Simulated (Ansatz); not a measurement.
**LiH: a single-point run**

Wanted: a converged single-point run for LiH, and a check of what comes out. The structure is shown as the input types it. The cell is built on a prototype (zincblende) and needn't be the phase found in nature.

Computed with Ansatz 0.2.0 (density functional or hybrid calculation with the settings of its input, plane waves (as first typed), unless a step's input says otherwise).

4 further runs of the same task are left out: 4 that didn't finish.

### Step 1. The starting structure

The structure is cubic, space group F-43m (No. 216). The conventional cell has a = 4.290 Å, b = 4.290 Å, c = 4.290 Å, α = 90.00°, β = 90.00°, γ = 90.00°. Around Li (site symmetry -43m) lie 4 H at 1.86 Å. H (site symmetry -43m) is surrounded by 4 Li at 1.86 Å.

The input asks for a charge of +2 e on the cell.

Coordinates:

```cif
data_structure
_symmetry_space_group_name_H-M 'F-43m'
_symmetry_Int_Tables_number 216
_cell_length_a 4.2902
_cell_length_b 4.2902
_cell_length_c 4.2902
_cell_angle_alpha 90.000
_cell_angle_beta 90.000
_cell_angle_gamma 90.000
_cell_volume 78.97
loop_
_atom_site_label
_atom_site_type_symbol
_atom_site_symmetry_multiplicity
_atom_site_Wyckoff_symbol
_atom_site_fract_x
_atom_site_fract_y
_atom_site_fract_z
_atom_site_occupancy
Li1 Li 4 a 0.00000 0.00000 0.00000 1
H1 H 4 d 0.25000 0.25000 0.75000 1
```

### Step 2. The calculation

input.yaml

```yaml
crystal:
  lattice:
    - [0.0, 2.1451220099, 2.1451220099]
    - [2.1451220099, 0.0, 2.1451220099]
    - [2.1451220099, 2.1451220099, 0.0]
  atoms:
    - { symbol: Li, position: [0.0, 0.0, 0.0] }
    - { symbol: H, position: [0.25, 0.25, 0.25] }
kpoints:
  mp_grid: { grid: [8, 8, 8] }
hamiltonian:
  xc: pbesol
scf:
  occupations: { method: fixed }
  n_extra_bands: 4
  max_iter: 99
output:
  forces: true
  stress: true
  eigenvalues: true
total_charge: 2
```

Launch:

```console
$ ansatz run input.yaml --threads 4 --pin off --max-ram 3686MiB --backend cpu --events-out ev --progress --plain --runs-dir out
```

**Question.** How will this run end, and is anything wrong with its input?

The run converged and reported no error. It gives a pressure of 103 GPa, which is large; a structure far from rest gives such values too, whatever the setting.

Look at the input: total_charge is 2. The typed charge changes the electron count, so this is no longer the system that was meant.

Run again and compare: delete total_charge (the default then holds).
